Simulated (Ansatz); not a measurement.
Structure types of Te were relaxed at one common pressure (all-electron LAPW in Ansatz 0.2.0 under PBE, scalar-relativistic, no spin polarisation, zero temperature). They take these volumes:

```tsv
type	space group	V (Å³/atom)
bcc	Im-3m	23.46
distorted hcp	P6_3/mmc	23.81
beta tin	I4_1/amd	25.80
sc	Pm-3m	26.66
diamond	Fd-3m	33.62
```

Question: At about which pressure, and is the densest type also the lowest in enthalpy?

Answer: 17 GPa. The densest is bcc, and it is also the lowest in enthalpy among these.
